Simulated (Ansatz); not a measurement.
Runs of Ansatz 0.2.0 on TiSi2. It takes space group Fddd (No. 70, orthorhombic). Conventional cell: a = 4.779 Å, b = 8.235 Å, c = 8.526 Å, α = 90.00°, β = 90.00°, γ = 90.00°. Around Ti (site symmetry 222) lie 10 Si at 2.55 to 2.78 Å. Si (site symmetry 2) is surrounded by 5 Si at 2.52 to 2.79 Å and 5 Ti at 2.55 to 2.78 Å. The cell is a database's computed one.

```tsv
task	level	U	cell	k mesh	cutoff (eV)	smearing	hubbard projectors	double counting	gap on the mesh (eV)	pressure (GPa)	relaxed volume (Å³/atom)	largest force (eV/Å)
single point	PBE	-	as given	7 × 7 × 7	420	gaussian 0.012 eV	-	-	none	2.1	-	0.01
relaxation of cell and atoms	RPBE+D3(BJ)	-	relaxed	7 × 7 × 7	420	fermi-dirac 0.05 eV	-	-	none	0.0	(a)	-
relaxation of cell and atoms	revPBE+D3(BJ)	-	relaxed	7 × 7 × 7	420	fermi-dirac 0.05 eV	-	-	none	0.0	(b)	-
single point	PBE	-	as given	7 × 7 × 7	420	gaussian 0.011 eV	-	-	none	2.1	-	0.01
relaxation of cell and atoms	r2SCAN	-	relaxed	7 × 7 × 7	500	fermi-dirac 0.05 eV	-	-	none	0.0	13.95	-
relaxation of cell and atoms	RPBE	-	relaxed	5 × 5 × 5	420	fermi-dirac 0.05 eV	-	-	none	0.0	14.43	-
relaxation of cell and atoms	PBEsol+U	Ti d U = 8 eV	relaxed	7 × 7 × 7	420	fermi-dirac 0.05 eV	ortho-atomic (the default)	fll (the default)	none	0.0	15.28	-
```

Alike in all rows: potentials or basis Ansatz PAW; no spin polarisation.

Question: Fill in the values left out.

Answer: (a) 11.61; (b) 13.19.

Caveats: the plane-wave basis is chosen anew once the cell has moved, so the energies of steps on either side of that aren't comparable (some runs); the PAW data sets come from PBE, with cores solved anew for the run's functional, which leaves a small shift of forces and pressure (some runs); the potentials were made for another functional, which shifts forces and pressure (some runs); pairwise dispersion overbinds metals, which lowers pressure and volume (some runs); the volume moved by over 15 % at a fixed basis, so the end points are rough (some runs); U without spin polarisation on a metal has little footing (some runs); the U is typed as a test and isn't derived for this compound (some runs).

A k mesh can miss the band edges.

A gap of «none» marks a metal or a gap under the smearing width.

Not every run made on this cell is shown here.
